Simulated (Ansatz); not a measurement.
Relaxation of a periodic cell of 23 atoms, Si₇O₁₆ (host SiO2, host structure P4_2/mnm, one Si atom removed), to a largest force component of 0.03 eV/Å in at most 60 steps.

These are results of DFT PBEsol, scalar-relativistic, plane waves, PAW in Ansatz 0.2.0, not measurements. Settings: PAW set soft_1, cutoff 420 eV, k mesh 2x2x2, gaussian smearing 0.05 eV, no spin polarisation.

```xyz
23
Lattice="-4.1520 -4.1520 0.0000 4.1520 -4.1520 0.0000 0.0000 0.0000 5.3180" Properties=species:S:1:pos:R:3
Si 0.012 -4.162 0.007
Si 2.099 -2.035 1.343
O 1.292 -2.835 -0.004
O 0.788 -0.828 1.333
O -1.266 -5.419 0.008
O 3.412 -3.372 1.348
Si 0.012 -4.131 2.644
Si 2.080 -2.089 3.962
O 1.282 -2.892 2.661
O 0.795 -0.811 3.992
O -1.294 -5.453 2.703
O 3.334 -3.396 4.000
Si -0.025 0.026 -0.012
Si -2.070 -2.032 1.356
O -2.878 -2.809 0.007
O 0.811 -4.942 1.328
O -1.245 -1.295 -0.010
O -0.803 -3.369 1.314
Si -0.019 0.006 2.701
O -2.880 -2.890 2.700
O 0.772 -4.946 4.001
O -1.249 -1.291 2.650
O -0.784 -3.322 4.013
```

Where does it end, and by what steps?

The run converged. Limits of this set-up: coarse k mesh, PAW files made for another functional, no spin, though dangling bonds at a vacancy may carry it, a small cell, in which the defect meets its images. After 4 steps the energy has fallen by 0.993 eV; O15 moved furthest, 0.16 Å.

```json
{"step": "0", "energy less start (eV)": "0.0000", "largest force component (eV/Å)": "1.941", "accepted": "yes"}
{"step": "1", "energy less start (eV)": "-0.5130", "largest force component (eV/Å)": "1.411", "accepted": "yes"}
{"step": "2", "energy less start (eV)": "-0.9854", "largest force component (eV/Å)": "0.351", "accepted": "yes"}
{"step": "3", "energy less start (eV)": "-0.9922", "largest force component (eV/Å)": "0.039", "accepted": "yes"}
{"step": "4", "energy less start (eV)": "-0.9926", "largest force component (eV/Å)": "0.015", "accepted": "yes"}
```

```xyz
23
Lattice="-4.1520 -4.1520 0.0000 4.1520 -4.1520 0.0000 0.0000 0.0000 5.3180" Properties=species:S:1:pos:R:3
Si 0.005 -4.149 0.013
Si 2.080 -2.073 1.337
O 1.275 -2.878 0.017
O 0.829 -0.821 1.337
O -1.267 -5.420 0.017
O 3.331 -3.324 1.337
Si 0.004 -4.149 2.662
Si 2.080 -2.073 3.996
O 1.275 -2.878 2.657
O 0.820 -0.812 3.996
O -1.267 -5.420 2.657
O 3.340 -3.332 3.996
Si 0.004 0.003 -0.006
Si -2.071 -2.073 1.337
O -2.928 -2.930 0.095
O 0.811 -4.956 1.337
O -1.215 -1.217 0.093
O -0.802 -3.342 1.337
Si 0.004 0.004 2.679
O -2.928 -2.930 2.580
O 0.772 -4.917 3.996
O -1.214 -1.216 2.580
O -0.763 -3.382 3.996
```

The run took 14 s on 1 thread of Intel(R) Xeon(R) 6975P-C (Granite Rapids) (shared host), peak memory 0.49 GiB.
